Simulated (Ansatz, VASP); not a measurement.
**One calculation of Pd, two programs**

File INCAR:

```
SYSTEM = Pd
  PREC = Accurate
  ENCUT = 520
  EDIFF = 1E-6
  ISMEAR = -1
  SIGMA = 0.3
  LREAL = .FALSE.
  LASPH = .TRUE.
  NELM = 150
  ALGO = Normal
  ISIF = 2
  LWAVE = .FALSE.
  LCHARG = .FALSE.
  ISPIN = 2
  MAGMOM = 0.5
  LORBIT = 11
  LMAXMIX = 4
  GGA = CA
  NBANDS = 15
```

File KPOINTS:

```
Automatic mesh
0
G
  14 14 14
  0 0 0
```

File POSCAR:

```
Pd
1.0
    0.0000000000      1.9202771092      1.9202771092
    1.9202771092      0.0000000000      1.9202771092
    1.9202771092      1.9202771092      0.0000000000
Pd
1
Direct
    0.0000000000      0.0000000000      0.0000000000
```

Input for Ansatz:

```yaml
crystal:
  lattice:
    - [0.0, 1.9202771092, 1.9202771092]
    - [1.9202771092, 0.0, 1.9202771092]
    - [1.9202771092, 1.9202771092, 0.0]
  atoms:
    - { symbol: Pd, position: [0.0, 0.0, 0.0], spin: 0.5 }
hamiltonian:
  xc: lda
  pseudopotentials:
    kind: paw
    azcp:
      Pd: "pseudopotentials/Pd.paw.azcp"
basis:
  ecutwfc: 420
  fft_grid_basis: typed
kpoints:
  mp_grid: { grid: [14, 14, 14], shift: [0, 0, 0] }
magnetization:
  spin_polarized: true
scf:
  occupations: { method: fermi_dirac, width: 0.3 }
  lower_state_search: "off"
output:
  stress: true
  write_density: true
  write_potential: true
  elf: true
  volumetric_format: npy
```

Alike in both runs: task single point; functional LDA; k mesh 14 × 14 × 14; occupations fermi-dirac, width 0.3 eV; collinear spin.

|  | VASP | Ansatz |
| --- | --- | --- |
| version | VASP 6.6.1 | Ansatz 0.2.0 |
| potentials or method | VASP PAW LDA potentials, release 64 (Pd) | plane waves (420 eV) with PAW, scalar-relativistic |
| plane-wave cutoff (eV) | 520 | 420 |
| valence electrons in the cell | 10 | 18 |

Ansatz gave:

| Item | Value |
| --- | --- |
| pressure (GPa) | 1.9 |
| net moment per atom (μB) | 0.00 |

Question: What did VASP give for the same quantities?

Answer: Pressure (GPa): 2.1; net moment per atom (μB): 0.00.

The two sets of potentials don't hold the same shells in valence. Ansatz warned: «pseudo_functional_mismatch».
